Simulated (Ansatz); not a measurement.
An input for the plane-wave PAW code Ansatz:

```yaml
crystal:
  lattice:
    - [2.725250321, 0.0, 0.0]
    - [-1.3626251605, 2.3601360097, 0.0]
    - [0.0, 0.0, 4.3736828954]
  atoms:
    - { symbol: Ir, position: [0.3333333333, 0.6666666667, 0.75] }
    - { symbol: Ir, position: [0.6666666667, 0.3333333333, 0.25] }
basis:
  ecutwfc: 420
  ecutrho_ratio: 4
kpoints:
  mp_grid: { grid: [8, 8, 6] }
hamiltonian:
  xc: hse06
scf:
  occupations: { method: gaussian, width: 0.05 }
output:
  forces: true
  stress: true
  eigenvalues: true
relax:
  f_tol: 0.04
  max_steps: 40
  cell: { stress_tol: 0.4, fix: [volume] }
```

At room temperature and ambient pressure Ir is fcc.

**Question.** Predict the main results.

**Answer.** Energy lowered by 0.0 meV/atom, pressure -0.3 GPa, gap on the mesh zero (metallic) (HSE06, scalar-relativistic).

What the program printed, in part:

```
Pseudopotentials: kind: paw
Pseudopotential: Ir, paw, valence charge 17, recommended cutoff 420 eV (normal), Ir.paw.azcp
Crystal: 2 atoms, lattice volume = 28.131 Å³
Basis set: ecut = 420 eV, 549 PW (Γ), exchange–correlation on 40×40×60 points (8 copies of the dense FFT grid, shifted against one another)
Bands: 21, of which v1, the nominal top of the filled ones, is band 17 counted from 1 (16 counted from 0)
Symmetry: 24 space group operations
Space group: P63/mmc (ITA 194), of the structure as read, at distance tolerance 3.0e-5 Å
k-points: 40 of 384
Initial density: superposition of atomic densities (neutral atoms: chi_scale 0, normalization atom), corrected by the library's trained network
Initial wavefunctions: pseudopotential atomic-orbital guess
```

```
SCF iter   1: F=—  HF=-23870.344136 eV  |F-HF|=—  |Δ(HF+E_count)|=         —  Δρ=1.11e-2  dr2=2.03e-2  ethr=1.77e-3  ⟨swp⟩=5.9  Hψ=3164  notcnv=0
SCF iter   2: F=—  HF=-23870.342121 eV  |F-HF|=—  |Δ(HF+E_count)|=   2.01e-3  Δρ=4.06e-3  dr2=1.06e-3  ethr=3.13e-6  ⟨swp⟩=2.0  Hψ=3548  notcnv=0
SCF iter   3: F=—  HF=-23870.343359 eV  |F-HF|=—  |Δ(HF+E_count)|=   1.24e-3  Δρ=1.59e-3  dr2=1.54e-4  ethr=3.13e-6  ⟨swp⟩=2.8  Hψ=1581  notcnv=0
SCF iter   4: F=—  HF=-23870.343603 eV  |F-HF|=—  |Δ(HF+E_count)|=   2.45e-4  Δρ=3.76e-5  dr2=1.75e-7  ethr=4.52e-7  ⟨swp⟩=3.0  Hψ=1758  notcnv=0
SCF iter   5: F=—  HF=-23870.343603 eV  |F-HF|=—  |Δ(HF+E_count)|=   4.13e-8  Δρ=1.13e-5  dr2=1.53e-8  ethr=5.16e-10  ⟨swp⟩=3.4  Hψ=2026  notcnv=0
SCF iter   6: F=-23870.343603 eV  HF=-23870.343603 eV  |F-HF|=7.64e-11  |Δ(HF+E_count)|=   4.24e-9  Δρ=1.60e-6  dr2=1.31e-10  ethr=4.50e-11  ⟨swp⟩=3.0  Hψ=1647  notcnv=0
SCF 1 converged in 6 iterations: F = -23870.343603 eV  dr2 = 1.31e-10
SCF iter   1: F=—  HF=-23873.523493 eV  |F-HF|=—  |Δ(HF+E_count)|=         —  Δρ=5.71e-3  dr2=4.49e-3  ethr=1.17e-5  ⟨swp⟩=4.0  Hψ=3620  notcnv=0
SCF iter   2: F=—  HF=-23873.521842 eV  |F-HF|=—  |Δ(HF+E_count)|=   1.65e-3  Δρ=1.98e-3  dr2=5.35e-4  ethr=1.17e-5  ⟨swp⟩=3.0  Hψ=1894  notcnv=0
SCF iter   3: F=—  HF=-23873.523938 eV  |F-HF|=—  |Δ(HF+E_count)|=   2.10e-3  Δρ=1.17e-3  dr2=1.12e-4  ethr=7.82e-7  ⟨swp⟩=3.1  Hψ=2088  notcnv=0
...
SCF 2 stopped early in 6 iterations: F = -23873.523963 eV  dr2 = 2.50e-6
SCF 3 converged in 5 iterations: F = -23873.523975 eV  dr2 = 3.10e-10
SCF 4 converged in 2 iterations: F = -23873.523975 eV  dr2 = 3.74e-10
SCF 5 stopped early in 5 iterations: F = -23873.523974 eV  dr2 = 3.82e-7
SCF 6 converged in 5 iterations: F = -23873.523997 eV  dr2 = 2.63e-10
SCF 7 converged in 2 iterations: F = -23873.523997 eV  dr2 = 4.03e-10
SCF 8 stopped early in 5 iterations: F = -23873.524078 eV  dr2 = 8.33e-8
SCF 9 converged in 5 iterations: F = -23873.524084 eV  dr2 = 8.32e-11
...
SCF 11 converged in 2 iterations: F = -23873.524073 eV  dr2 = 4.32e-10
SCF iter   1: F=—  HF=-23873.524073 eV  |F-HF|=—  |Δ(HF+E_count)|=         —  Δρ=2.43e-6  dr2=2.54e-10  ethr=3.76e-11  ⟨swp⟩=9.7  Hψ=2390  notcnv=0
SCF iter   2: F=-23873.524073 eV  HF=-23873.524073 eV  |F-HF|=1.46e-11  |Δ(HF+E_count)|=  1.09e-11  Δρ=1.10e-6  dr2=5.10e-11  ethr=1.00e-12  ⟨swp⟩=2.0  Hψ=1534  notcnv=0
SCF 12 converged in 2 iterations: F = -23873.524073 eV  dr2 = 5.10e-11
```

```
hybrid SCF converged: 2 outer / 4 inner (+0 warm-up), last move |dexx| = 3.81e-12 eV, tail = 1.04e-10 eV
Free energy (F): -23873.524073 eV
Frozen-core exchange: fock
E sigma→0 (E₀):  -23873.522987 eV
Entropy (-TS):   -0.002172 eV (-1.086 meV/atom)
Fermi energy:    25.877530 eV
--- Forces (eV/Å), atoms counted from 1 ---
  atom   1  Ir     0.00000000     0.00000000     0.00000000
  atom   2  Ir     0.00000000     0.00000000     0.00000000
--- Stress (GPa, compression-positive) ---
       -0.330740       0.000000       0.000000
        0.000000      -0.330740       0.000000
        0.000000       0.000000      -0.316237
  P = ⅓ Tr σ = -0.3259 GPa (-3.259 kbar)
--- Band table (eV; the first three rows and the last of 40) ---
  k-point 0: bands = ["-71.5854", "-71.4940", "-27.6605", "-26.7706", "-26.7706", "-26.6410", "-26.6076", "-26.6076", "13.3715", "16.5366", "21.1496", "21.1496", "21.1981", "21.9275", "21.9275", "22.6542", "22.6542", "24.9433", "26.2148", "26.2148", "34.2015"]
  k-point 1: bands = ["-71.5793", "-71.5002", "-27.5947", "-26.7598", "-26.7598", "-26.7118", "-26.6186", "-26.6186", "13.7306", "16.5791", "20.9807", "20.9807", "21.0382", "21.7363", "21.7363", "23.1311", "23.1311", "23.7903", "26.1772", "26.1772", "35.7758"]
  k-point 2: bands = ["-71.5627", "-71.5170", "-27.4131", "-26.9034", "-26.7301", "-26.7301", "-26.6484", "-26.6484", "14.7060", "16.5296", "20.7120", "20.8463", "20.8463", "21.3270", "21.3270", "21.8308", "24.1142", "24.1142", "25.8802", "25.8802", "39.0288"]
  k-point 39: bands = ["-71.4835", "-71.4835", "-27.4438", "-27.4438", "-27.1325", "-27.1325", "-26.8153", "-26.8153", "18.1211", "18.1211", "19.6047", "19.6047", "20.9828", "20.9828", "23.0956", "23.0956", "26.3330", "26.3330", "32.5563", "32.5563", "34.8852"]
--- Relaxed structure (3 steps of the walk, 3 accepted, 1 SCFs on fresh bases) ---
  F+E_penalty+E_count = -23873.52407256 eV   max|allowed force component| = 1.156e-16 eV/Å   (the final SCF, on the basis selected at the relaxed cell)
  cell:  # Å, volume = 28.1314 Å³
    - [2.72708, 0.0, 0.0]
    - [-1.36354, 2.36172, 0.0]
    - [0.0, 0.0, 4.36783]
  atoms:
    - { symbol: Ir, position: [0.33333, 0.66667, 0.75000] }
    - { symbol: Ir, position: [0.66667, 0.33333, 0.25000] }
```

It took roughly 3 core-minutes on a shared host.

Absolute energies hang on the potentials; compare differences alone.

Scalar-relativistic only: spin–orbit splittings of the heavy atoms' levels are missing. For a metal under a hybrid functional this mesh is coarse.
